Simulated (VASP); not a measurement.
CaB2: single point with PBE

Crystal: CaB2.

```
Ca B
1.0
     3.22643    0.00000    0.00000
    -1.61322    2.79417    0.00000
     0.00000    0.00000    4.06739
Ca B
1 2
Direct
  0.00000 0.00000 0.00000
  0.66667 0.33333 0.50000
  0.33333 0.66667 0.50000
```

The cell comes from a database or a generator and needn't be the stable form of this composition.

```yaml
Program: VASP 6.6.1
Task: single point
Functional: PBE
Potentials_or_basis: VASP PAW PBE potentials, release 64 (Ca_sv_GW, B_GW)
Cutoff: 450 eV
k_mesh: 4 × 4 × 3
Occupations: gaussian, width 0.02 eV
Spin: no spin polarisation
```

The pressure is -1.7 GPa. The band gap on the k mesh is none (metal or under the smearing width).

Stress tensor (GPa, compression positive):
```
-3.07  0.00  0.00
 0.00 -3.07  0.00
 0.00  0.00  1.17
```

Levels at points of the mesh, in eV from the Fermi level:
| k point | band 4 | band 5 | band 6 | band 7 | band 8 | band 9 | band 10 | band 11 | band 12 | band 13 |
| --- | --- | --- | --- | --- | --- | --- | --- | --- | --- | --- |
| (0.00, 0.00, 0.00) | -20.31 | -10.23 | -1.62 | 0.54 | 0.54 | 0.63 | 5.62 | 5.62 | 7.07 | 7.19 |
| (0.50, 0.00, 0.00) | -20.37 | -6.68 | -6.17 | -1.20 | -1.01 | 1.22 | 3.32 | 5.50 | 6.48 | 6.77 |

Run time: 5.8 s on 1 thread of Intel(R) Xeon(R) 6975P-C (Granite Rapids), on a shared host, peak memory 0.13 GiB.

Caveat: the k mesh is coarse (spacing up to 0.56 Å⁻¹), so the values aren't converged.
